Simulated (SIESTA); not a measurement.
WS2, 9 atoms in the cell. The cell holds a slab with vacuum, 9 atoms: a = 3.183 Å, b = 3.183 Å, c = 28.532 Å, α = 90.00°, β = 90.00°, γ = 120.00°.  The cell isn't the ideal one: atoms moved at random, drawn with an rms of 0.05 Å.

- Program: SIESTA 5.4.2
- Task: single point
- Functional: PBEsol
- Potentials or basis: PseudoDojo 0.4 standard (PBEsol files)
- Basis: DZP (energy shift 0.003 Ry; two zetas on semicore shells)
- Grid cutoff: 800 Ry
- Energy shift: 0.003 Ry
- k mesh: 10 × 10 × 1
- Occupations: fermi-dirac, width 0.05 eV
- Spin: no spin polarisation

Potentials or basis: PseudoDojo 0.4 standard (PBEsol files), DZP (energy shift 0.003 Ry; two zetas on semicore shells).

The run is started by

```bash
$ siesta WS2.fdf > WS2.out 2>&1
```

Hardware: 1 thread of Arm Neoverse V2, on a shared host.

Question: Estimate the wall time of this run.

Answer: Wall time 2 min on 1 thread of Arm Neoverse V2 (shared host), peak memory 0.62 GiB. Counts: scf iterations 13, k points 56, bands 147.
